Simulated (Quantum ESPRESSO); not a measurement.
A run of Quantum ESPRESSO 7.5 is set up as follows.

pw.in

```
&CONTROL
  calculation = 'vc-relax'
  prefix = 'pwscf'
  outdir = './tmp'
  pseudo_dir = './pseudo'
  tprnfor = .true.
  tstress = .true.
  disk_io = 'low'
  nstep = 40
  forc_conv_thr = 0.0004
  etot_conv_thr = 1d-05
/
&SYSTEM
  ibrav = 0
  nat = 2
  ntyp = 2
  ecutwfc = 64
  ecutrho = 515
  nbnd = 21
  occupations = 'smearing'
  smearing = 'fd'
  degauss = 0.00367493
  nspin = 2
  starting_magnetization(1) = 0.1875
  starting_magnetization(2) = 0
/
&ELECTRONS
  conv_thr = 4d-10
  electron_maxstep = 120
  mixing_beta = 0.3
/
&IONS
  ion_dynamics = 'bfgs'
/
&CELL
  cell_dynamics = 'bfgs'
  press = 100
  press_conv_thr = 0.3
/
ATOMIC_SPECIES
Fe    55.8450 fe_pbesol_v1.5.uspp.F.UPF
O     15.9990 o_pbesol_v1.2.uspp.F.UPF
CELL_PARAMETERS bohr
   0.0000000000    4.0731156890    4.0731156890
   4.0731156890    0.0000000000    4.0731156890
   4.0731156890    4.0731156890    0.0000000000
ATOMIC_POSITIONS bohr
Fe     0.0000000000    0.0000000000    0.0000000000
O      4.0731156890    4.0731156890    4.0731156890
K_POINTS automatic
11 11 11 0 0 0
```

Potentials or basis: GBRV 1.5 PBEsol.

Run with:

```sh
$ OMP_NUM_THREADS=1 mpirun -n 2 pw.x -nk 2 -in pw.in > pw.out
```

(1) Predict the absolute moment.

(2) Predict the relaxed volume.

(3) Estimate the space group after relaxing (to 0.05 Å).

Answers

(1) 4.01 μB per cell.

(2) 9.17 Å³/atom.

(3) Fm-3m (No. 225).

Caveat: a cell with one magnetic atom can't hold antiferromagnetic order, which such compounds often take.
